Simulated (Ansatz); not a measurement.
## What a trial cell of Al relaxes into

The calculation used DFT PBE, scalar-relativistic, plane waves, PAW in Ansatz 0.2.0. Cutoff 420 eV, Gaussian smearing, Γ-centred meshes. Cell and atoms relax first on a coarse mesh and then on a finer one. In between, the cell is made exact in the group found at 0.06 Å. In metals the finer mesh still leaves noise of several meV/atom or more. The steps can't lower the symmetry of their start. No spin polarisation.

The guess for Al was made by a generator: random cell by space group and Wyckoff sites (I4/mmm, No. 139). Lengths were set from tabulated atomic sizes, so they are only a guess.

```cif
data_structure
_symmetry_space_group_name_H-M 'I4/mmm'
_symmetry_Int_Tables_number 139
_cell_length_a 3.4403
_cell_length_b 3.4403
_cell_length_c 6.3704
_cell_angle_alpha 90.000
_cell_angle_beta 90.000
_cell_angle_gamma 90.000
_cell_volume 75.40
loop_
_atom_site_label
_atom_site_type_symbol
_atom_site_symmetry_multiplicity
_atom_site_Wyckoff_symbol
_atom_site_fract_x
_atom_site_fract_y
_atom_site_fract_z
_atom_site_occupancy
Al1 Al 4 e 0.00000 0.00000 0.31021 1
```

Energies count from the standard state of Al at the same level.

Problem. Where does the relaxation end?

Solution. The symmetry stays I4/mmm (No. 139). The volume per atom shrinks by 0.9 %, from 18.8 to 18.7 Å³. The shortest distance goes from 2.42 Å (Al–Al) to 2.68 Å (Al–Al). The ratio c/a of the conventional cell changes by a factor of 1.79. The energy falls by about 0.47 eV/atom (the start's value is from the coarse mesh). Conventional cell: a = 2.826 Å, c = 9.351 Å. Al has 9 Al at 2.68–2.83 Å.

```
Al
1.0
    -1.41310    1.41310    4.67563
     1.41310   -1.41310    4.67563
     1.41310    1.41310   -4.67563
Al
2
Direct
  0.35677 0.35677 0.00000
  0.64323 0.64323 0.00000
```

Problem. How does it come out in energy, and is it a metal?

Solution.

| Item | Value |
| --- | --- |
| Energy over the standard state | +0.15 eV/atom |
| Gap on the 26×26×26 mesh of the 2-atom cell | 0 eV (a metal) |

So it is a metastable form at best.

The last run used Gaussian smearing of 0.10 eV. A structure relaxed within its symmetry needn't be a true minimum.
